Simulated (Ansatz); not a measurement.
Runs of Ansatz 0.2.0 on C. It takes space group P4/mmm (No. 123, tetragonal). Conventional cell: a = 4.255 Å, b = 4.255 Å, c = 1.282 Å, α = 90.00°, β = 90.00°, γ = 90.00°. C (site symmetry 4/mmm) has 2 C at 1.28 Å as nearest neighbours. The cell was built by a generator and needn't be a form met in nature.

```csv
task,level,cutoff (eV),points for each segment of the path,gap on the mesh (eV),pressure (GPa)
band structure,r2SCAN,500,14,none,-1.3
band structure,LDA,420,14,none,(a)
band structure,BLYP,420,14,none,0.6
single point,r2SCAN0,500,-,none,-2.8
band structure,revPBE,420,14,none,1.5
band structure,RPBE,420,14,none,1.7
single point,PBE0,420,-,none,(b)
band structure,HSE06,420,4,none,-1.4
```

Alike in all rows: potentials or basis Ansatz PAW; no spin polarisation; cell as given; k mesh 4 × 4 × 11; smearing fermi-dirac 0.05 eV; the mesh is coarse, so values aren't converged.

Fill in the values left out.

(a) -1.2; (b) -1.6.

Caveats: all runs use coarse meshes; the PAW data sets come from PBE, with cores solved anew for the run's functional, which leaves a small shift of forces and pressure; the thresholds are loose for stress (some runs).

A gap of «none» marks a metal or a gap under the smearing width.

Runs at the PBE level aren't shown here.
